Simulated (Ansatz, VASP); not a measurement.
# One calculation of Al2Pt, two programs

```
Pt Al
1.0
     0.00000    2.97342    2.97342
     2.97342    0.00000    2.97342
     2.97342    2.97342    0.00000
Pt Al
1 2
Direct
  0.00000 0.00000 0.00000
  0.25000 0.25000 0.25000
  0.75000 0.75000 0.75000
```

Alike in both runs: functional PBE; k mesh 10 × 10 × 10; no spin polarisation.

Ansatz relaxed the structure, and its values are those at the end. VASP's run is a single point on that final structure, the one shown.

|  | VASP | Ansatz |
| --- | --- | --- |
| version | VASP 6.6.1 | Ansatz 0.2.0 |
| potentials or method | VASP PAW PBE potentials, release 64 (Pt, Al) | PAW plane waves |
| plane-wave cutoff (eV) | 520 | 420 |
| occupations | fermi-dirac, width 0.1 eV | fermi-dirac |
| valence electrons in the cell | 16 | 24 |

```csv
,VASP,Ansatz,Ansatz less VASP
pressure (GPa),-0.2,0.0,+0.16
```

The two sets of potentials don't hold the same shells in valence.

Spin-orbit coupling is left out, which matters for the levels of Pt.
